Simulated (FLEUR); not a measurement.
Crystal: Co.

```
CELL_PARAMETERS angstrom
2.47200 0.00000 0.00000
-1.23600 2.14081 0.00000
0.00000 0.00000 4.02114
ATOMIC_POSITIONS crystal
Co 0.66667 0.33333 0.75000
Co 0.33333 0.66667 0.25000
```

Base run:

```yaml
Program: FLEUR MaX-R8.1 (later development tree)
Functional: AM05
Potentials_or_basis: all-electron
Basis: FLAPW
Kmax: 4.54 1/bohr
k_mesh: 12 × 12 × 7
Occupations: fermi-dirac, width 0.05 eV
Spin: collinear spin, ferromagnetic start
Starting_moments: "[2.0, 2.0] μB"
```

Its results: net moment 3.21 μB per cell; site moments Co +1.67 μB.

The run is repeated on the same cell with these changes: functional from AM05 to LDA. What comes out?

Net moment 3.09 μB per cell; site moments Co +1.60 μB.

Not every run made on this cell is shown here.
